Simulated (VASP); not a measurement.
Crystal: Bi.

```
Bi
1.0
     3.68484    0.00000    0.00000
    -1.84242    3.19117    0.00000
     0.00000    0.00000    6.01858
Bi
2
Direct
  0.33333 0.66667 0.75000
  0.66667 0.33333 0.25000
```

The cell was built by a generator and needn't be a form met in nature.

- Program: VASP 6.6.1
- Task: relaxation of cell and atoms
- Functional: PBE
- Potentials or basis: VASP PAW PBE potentials, release 64 (Bi_d)
- Cutoff: 600 eV
- k mesh: 14 × 14 × 8
- Occupations: gaussian, width 0.05 eV
- Spin: no spin polarisation

At the start: pressure -4.6 GPa; volume 35.39 Å³/atom.

**Question.** Where does the relaxation end?

**Answer.** Over 13 steps the energy falls by 57.5 meV/atom and the volume is 31.72 Å³/atom (-10.4 %); space group P6_3/mmc (No. 194, to 0.05 Å).

The path:
| step | energy change (eV) | largest force (eV/Å) | pressure (GPa) | volume (Å³) |
| --- | --- | --- | --- | --- |
| 1 | 0.0000 | 0.0000 | -4.55 | 70.77 |
| 2 | -0.0982 | 0.0000 | 2.23 | 60.96 |
| 3 | -0.1150 | 0.0000 | 0.01 | 63.42 |
| 4 | -0.1150 | 0.0000 | -0.09 | 63.56 |
| 5 | -0.1150 | 0.0000 | -0.08 | 63.56 |
| 6 | -0.1150 | 0.0000 | -0.09 | 63.56 |
| 7 | -0.1150 | 0.0000 | -0.08 | 63.53 |
| 8 | -0.1151 | 0.0000 | -0.06 | 63.44 |
| 9 | -0.1150 | 0.0000 | 0.05 | 63.26 |
| 10 | -0.1150 | 0.0000 | 0.10 | 63.34 |
| 11 | -0.1151 | 0.0000 | 0.07 | 63.40 |
| 12 | -0.1151 | 0.0000 | 0.06 | 63.43 |
| 13 | -0.1151 | 0.0000 | 0.03 | 63.43 |

Final structure:
```cif
data_structure
_symmetry_space_group_name_H-M 'P 1'
_symmetry_Int_Tables_number 1
_cell_length_a 3.5455
_cell_length_b 3.5455
_cell_length_c 5.8268
_cell_angle_alpha 90.000
_cell_angle_beta 90.000
_cell_angle_gamma 120.000
_cell_volume 63.43
loop_
_atom_site_label
_atom_site_type_symbol
_atom_site_fract_x
_atom_site_fract_y
_atom_site_fract_z
_atom_site_occupancy
Bi1 Bi 0.33333 0.66667 0.75000 1
Bi2 Bi 0.66667 0.33333 0.25000 1
```
